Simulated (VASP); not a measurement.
**FeS2: single point with PBEsol+U**

Crystal: FeS2.

```
Fe S
1.0
     4.44460    0.00000    0.00000
     0.00000    5.42460    0.00000
     0.00000    0.00000    3.38640
Fe S
2 4
Direct
  0.00000 0.00000 0.00000
  0.50000 0.50000 0.50000
  0.20040 0.37870 0.00000
  0.79960 0.62130 0.00000
  0.70040 0.12130 0.50000
  0.29960 0.87870 0.50000
```

```
Program                : VASP 6.6.1
Task                   : single point
Functional             : PBEsol
Potentials or basis    : VASP PAW PBE potentials, release 64 (Fe, S)
Cutoff                 : 520 eV
k mesh                 : 5 × 4 × 7
Occupations            : gaussian, width 0.05 eV
Spin                   : collinear spin, antiferromagnetic start
Starting moments       : [3.0, -3.0, 0.0, 0.0, 0.0, 0.0] μB
Hubbard terms          : Fe d U = 4 eV
Further INCAR settings : ALGO = Normal; EDIFF = 1e-07; NBANDS = 33
```

```yaml
Pressure: 14.2 GPa
Largest_force: 1.425 eV/Å
Band_gap_on_the_k_mesh: none (metal or under the smearing width)
Net_moment: 0.00 μB per cell
Site_moments: Fe +2.61, -2.61; S +0.01, -0.01 μB
Valence_electrons_inside_the_program's_atomic_spheres: Fe 7.56; S 3.67
```

Forces on the atoms (eV/Å):
```
Fe   0.000  0.000  0.000
Fe   0.000  0.000  0.000
S   -1.397  0.282  0.000
S    1.397 -0.282  0.000
S   -1.397 -0.282  0.000
S    1.397  0.282  0.000
```

Stress tensor (GPa, compression positive):
```
16.01  0.00  0.00
 0.00 11.26  0.00
 0.00  0.00 15.22
```

Levels at points of the mesh, in eV from the Fermi level:
Spin up:
```csv
k point,band 16,band 17,band 18,band 19,band 20,band 21,band 22,band 23,band 24,band 25
"(0.00, 0.00, 0.00)",-2.87,-2.00,-1.48,-0.95,-0.43,0.85,1.18,1.92,2.45,3.48
"(0.00, 0.50, 0.00)",-2.78,-2.75,-1.52,-0.60,0.03,0.62,1.20,1.24,1.32,3.05
```
Spin down:
```
           k point  band 17  band 18  band 19  band 20  band 21  band 22  band 23  band 24
(0.00, 0.00, 0.00)    -2.00    -1.48    -0.95    -0.43     0.85     1.18     1.92     2.45
(0.00, 0.50, 0.00)    -2.75    -1.52    -0.60     0.03     0.62     1.20     1.24     1.32
```

Eigenvalues of the final occupation matrices:
```tsv
site	spin	trace	eigenvalues
site 1 d	1	4.54	0.86 0.90 0.91 0.92 0.94
site 1 d	2	1.96	0.08 0.30 0.30 0.50 0.77
site 2 d	1	1.96	0.08 0.30 0.30 0.50 0.77
site 2 d	2	4.54	0.86 0.90 0.91 0.92 0.94
```

It took 6.5 min on 1 thread of Intel(R) Xeon(R) Platinum 8488C (Sapphire Rapids), with other jobs on the host, peak memory 0.3 GiB.

The gap isn't set beside the measured one, since this odd mesh misses points on the zone boundary.

Caveat: the PAW data sets were made with another functional, which shifts forces and pressure a little. The state reached can hang on the start; a lower one may exist.
